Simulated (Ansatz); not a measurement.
The system is BaTiO3.

```
Ba Ti O
1.0
     0.00000   -2.83705   -2.84580
    -3.98410    2.83705   -2.84580
     3.98410    2.83705   -2.84580
Ba Ti O
2 2 6
Direct
  0.01483 0.52342 0.49595
  0.98517 0.97658 0.00405
  0.46949 0.00348 0.49813
  0.51471 0.48862 0.99397
  0.48613 0.25419 0.28052
  0.52967 0.75371 0.72738
  0.43502 0.81668 0.27996
  0.55996 0.18961 0.72633
  0.02114 0.00157 0.50510
  0.99144 0.49592 0.99239
```

```yaml
Program: Ansatz 0.2.0
Task: relaxation of cell and atoms
Functional: PBEsol
Potentials_or_basis: Ansatz PAW
Cutoff: "420 eV (not typed: the program's choice for these potentials)"
k_mesh: 7 × 5 × 5
Occupations: fermi-dirac, width 0.05 eV
Spin: no spin polarisation
Hubbard_terms: Ti d U = 1 eV
```

At the start: volume 12.87 Å³/atom.

**Question.** Where does the relaxation end?

**Answer.** It ends after 17 steps and the volume is 12.68 Å³/atom (-1.4 %); space group R3m (No. 160, to 0.05 Å).

Step by step:
```tsv
step	energy change (eV)	largest force (eV/Å)	volume (Å³)
1	0.0000	11.4053	128.67
2	-3.2411	4.7875	127.24
3	-4.2641	1.4209	126.19
4	-4.3782	0.0594	126.06
5	-4.3809	0.1794	126.58
6	-4.3818	0.1387	126.85
7	-4.3866	0.0715	126.88
8	-4.3884	0.0045	126.79
9	-4.3825	0.0043	126.79
10	-4.3827	0.0109	126.76
11	-4.3828	0.0104	126.73
12	-4.3829	0.0133	126.72
13	-4.3831	0.0416	126.90
14	-4.3840	0.0014	126.81
15	-4.3843	0.0015	126.81
16	-4.3844	0.0003	126.81
17	-4.3843	0.0003	126.81
```

Final structure:
```
Ba Ti O
1.0
    -0.00367   -2.82070   -2.81549
    -3.98446    2.81774   -2.81768
     3.99241    2.82849   -2.81811
Ba Ti O
2 2 6
Direct
  0.00616 0.50036 0.49469
  0.00616 0.00036 0.99469
  0.51576 0.00034 0.48473
  0.51575 0.50034 0.98473
  0.49576 0.24752 0.25841
  0.49576 0.74752 0.75841
  0.49578 0.75328 0.25842
  0.49578 0.25328 0.75842
  0.99032 0.00039 0.50564
  0.99032 0.50039 0.00564
```

Caveat: the electronic state changed during the relaxation; the plane-wave basis is chosen anew once the cell has moved, so the energies of steps on either side of that aren't comparable; the pressure holds a Pulay correction of +0.6 GPa for the finite cutoff; the PAW data sets come from PBE, with cores solved anew for the run's functional, which leaves a small shift of forces and pressure.
